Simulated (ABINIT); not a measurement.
ZrB2:

```xyz
3
Lattice="3.1700 0.0000 0.0000 -1.5850 2.7453 0.0000 0.0000 0.0000 3.5330" Properties=species:S:1:pos:R:3 pbc="T T T"
Zr    0.0000    0.0000    0.0000
B     1.5850    0.9151    1.7665
B     0.0000    1.8302    1.7665
```

Base run:

| Property | Result |
| --- | --- |
| Program | ABINIT 10.8.3 (patched build) |
| Functional | AM05 |
| Potentials or basis | JTH PAW PBE v2.0 |
| Cutoff | 463 eV |
| k mesh | 10 × 10 × 8 |
| Occupations | fermi-dirac, width 0.05 eV |
| Spin | no spin polarisation |

Its results: band gap on the k mesh none (metal or under the smearing width); pressure -4.9 GPa.

Q: The run is repeated on the same cell with these changes: functional from AM05 to RPBE. What comes out?

A: Band gap on the k mesh none (metal or under the smearing width); pressure 4.1 GPa.

RPBE binds less tightly than AM05, so the same cell stands under more pressure.

Caveats: the PAW data sets were made with another functional, which shifts forces and pressure a little.

Not every run made on this cell is shown here.
